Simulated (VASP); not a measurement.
Runs of VASP 6.6.1 on BeTe. It takes space group F-43m (No. 216, cubic). The conventional cell has a = 5.540 Å, b = 5.540 Å, c = 5.540 Å, α = 90.00°, β = 90.00°, γ = 90.00°. Around Te (site symmetry -43m) lie 4 Be at 2.40 Å. Around Be (site symmetry -43m) lie 4 Te at 2.40 Å. 

| task | level | smearing | gap on the mesh (eV) | pressure (GPa) |
| --- | --- | --- | --- | --- |
| band structure | revTPSS | fermi-dirac 0.05 eV | 1.85 | 3.7 |
| single point | PBE | gaussian 0.012 eV | 1.85 | 4.5 |
| band structure | TPSS | fermi-dirac 0.05 eV | (a) | (b) |
| band structure | MS2 | fermi-dirac 0.05 eV | 2.18 | 3.0 |

Alike in all rows: potentials or basis VASP PAW PBE potentials, release 64 (Te, Be); no spin polarisation; cell as given; k mesh 8 × 8 × 8; cutoff (eV) 520.

Task: Estimate the missing entries.

Result: (a) 1.91; (b) 4.7.

Caveats: spin-orbit coupling is left out, which moves the levels of the heavy elements; the PAW data sets were made with another functional, which shifts forces and pressure a little (some runs).

A k mesh can miss the band edges, and the runs leave out spin-orbit coupling on Te.
